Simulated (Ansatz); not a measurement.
Crystal: Pd.

```
Pd
1.0
    -1.57228    1.57228    1.57228
     1.57228   -1.57228    1.57228
     1.57228    1.57228   -1.57228
Pd
1
Cartesian
  0.0000 0.0000 0.0000
```

This isn't the form of Pd at room conditions, which is fcc.

```yaml
Program: Ansatz 0.2.0
Task: relaxation of cell and atoms
Functional: r2SCAN
Potentials_or_basis: Ansatz PAW
Cutoff: "500 eV (not typed: the program's choice for these potentials)"
k_mesh: 12 × 12 × 12
Occupations: fermi-dirac, width 0.05 eV
Spin: no spin polarisation
```

At the start: volume 15.55 Å³/atom.

Question: How do energy, volume and symmetry change on relaxing?

Answer: It ends after 5 steps and the volume is 15.03 Å³/atom (-3.3 %); space group Im-3m (No. 229, to 0.05 Å).

The path:
| step | energy change (eV) | largest force (eV/Å) | volume (Å³) |
| --- | --- | --- | --- |
| 1 | 0.0000 | 0.0000 | 15.55 |
| 2 | -0.0044 | 0.0000 | 14.62 |
| 3 | -0.0102 | 0.0000 | 15.06 |
| 4 | -0.0103 | 0.0000 | 15.03 |
| 5 | -0.0094 | 0.0000 | 15.03 |

Final structure:
```xyz
1
Lattice="-1.5547 1.5547 1.5547 1.5547 -1.5547 1.5547 1.5547 1.5547 -1.5547" Properties=species:S:1:pos:R:3 pbc="T T T"
Pd    0.0000    0.0000    0.0000
```

Caveat: the plane-wave basis is chosen anew once the cell has moved, so the energies of steps on either side of that aren't comparable; the PAW data sets come from PBE, with cores solved anew for the run's functional, which leaves a small shift of forces and pressure.
